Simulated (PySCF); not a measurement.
# Electronic absorption of C4H6

C4H6.
SMILES: `C1[C@H]2C[C@@H]12`

Method: PySCF, TDDFT wB97X-D/def2-SVPD, vertical, gas phase, core orbitals frozen in the response. Isolated species at its PBE0-D3(BJ)/def2-SVP geometry, gas phase.

Q: List the vertical singlet excitations with oscillator strengths and describe the spectrum.

A: 

```csv
state,E (eV),λ (nm),f,symmetry,"main configurations (H = HOMO, L = LUMO)"
S1,7.34,168.8,0.0002,–,H→L (93%)
S2,7.82,158.6,0.039,B1 or B2,H→L+2 (97%)
S3,7.85,158.0,0.083,A1,H→L+3 (91%)
S4,7.95,156.0,0.0006,–,H→L+1 (96%)
S5,8.55,145.0,0.076,B1 or B2,H→L+4 (92%)
S6,9.17,135.2,0.0000,–,H-1→L (91%)
S7,9.38,132.2,0.0004,–,"H-2→L (73%), H-1→L+1 (17%)"
S8,9.49,130.6,0.0009,–,"H→L+5 (82%), H→L+7 (10%)"
S9,9.57,129.6,0.0000,–,"H-1→L+3 (87%), H-2→L+1 (8%)"
S10,9.70,127.8,0.018,B1 or B2,H-1→L+2 (93%)
```

Triplets, Tamm–Dancoff:

```
state  E (eV)  λ (nm)  main configurations (H = HOMO, L = LUMO)
   T1    6.92   179.1                               H→L+4 (95%)
   T2    7.25   170.9                    H→L (81%), H→L+3 (15%)
   T3    7.68   161.5                    H→L+3 (78%), H→L (16%)
   T4    7.69   161.1                               H→L+2 (96%)
```

The lowest singlet comes at 169 nm (709 kJ/mol) in the vacuum ultraviolet; it is dark (f under 0.0005); its leading configuration is HOMO→LUMO (93%). The strongest level in the table is S3 at 7.85 eV (158 nm, f = 0.083). Löwdin shares by element: HOMO carbon 83% (atoms not listed hold the other 17%); LUMO carbon 56% (atoms not listed hold the other 44%). The oscillator strengths of these states sum to 0.218; summed over the whole spectrum of an exact calculation they would give the number of electrons, 30 (Thomas–Reiche–Kuhn). Weighted by f, the mean energy of these states is 8.25 eV. Orbital energies (eV): HOMO-3 -12.19, HOMO-2 -11.08, HOMO-1 -10.81, HOMO -8.95, LUMO 2.72, LUMO+1 3.14, LUMO+2 3.17. No computed singlet lies in the visible range (380 to 750 nm); the lowest, at 169 nm, stands 4.08 eV above its violet end (3.26 eV). From S7 up the states lie above the vertical ionisation energy of 9.35 eV (ΔSCF), that is within the continuum, which a finite basis only mimics. Symmetry labels in C2v follow from the direction of the transition dipole and are given only for states with f of 0.002 or more; B1 and B2 swap with the choice of axes. Only the lowest 10 singlets were computed, as vertical energies without vibronic structure.

On an x86-64 server with one thread, on a shared host, this took 11 s of wall time.
